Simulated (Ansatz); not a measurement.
Moving the starting magnetic order in TiCo3

```
Co Ti
1.0
     3.57100    0.00000    0.00000
     0.00000    3.57100    0.00000
     0.00000    0.00000    3.57100
Co Ti
3 1
Direct
  0.50000 0.50000 0.00000
  0.50000 0.00000 0.50000
  0.00000 0.50000 0.50000
  0.00000 0.00000 0.00000
```

Kept alike: task single point; functional PBEsol; k mesh 6 × 6 × 6; occupations fermi-dirac, width 0.05 eV. Program: Ansatz, Ansatz PAW, cutoff 420 eV. The mesh is that of the run's cell of 4 atoms. No spin-orbit coupling.

```csv
starting magnetic order,largest site moment (μB),moment of the cell (μB),free energy over the lowest row (meV/atom)
"antiferromagnetic start, larger moments",1.04,2.60,0.00
ferromagnetic,1.04,2.60,0.00
"ferromagnetic start, larger moments",1.04,2.60,0.00
non-magnetic,0.00,0.00,9.21
```

For a metal such a mesh leaves the last digits unconverged. The runs hold the magnetic state that their start led to, which needn't be the lowest. The row without spin has no moments by construction. Site moments count inside each atom's sphere or projector. All rows use potentials made for PBE.

What does the starting magnetic order change here?

The largest site moment runs from 0.00 (non-magnetic) to 1.04 μB (antiferromagnetic start, larger moments; ferromagnetic; ferromagnetic start, larger moments). The moment of the cell runs from 0.00 (non-magnetic) to 2.60 μB (antiferromagnetic start, larger moments; ferromagnetic; ferromagnetic start, larger moments). The free energy is lowest at antiferromagnetic start, larger moments; ferromagnetic; ferromagnetic start, larger moments, and 9.21 meV an atom higher at non-magnetic. Starts that end at one energy have found one state: antiferromagnetic start, larger moments; ferromagnetic; ferromagnetic start, larger moments.
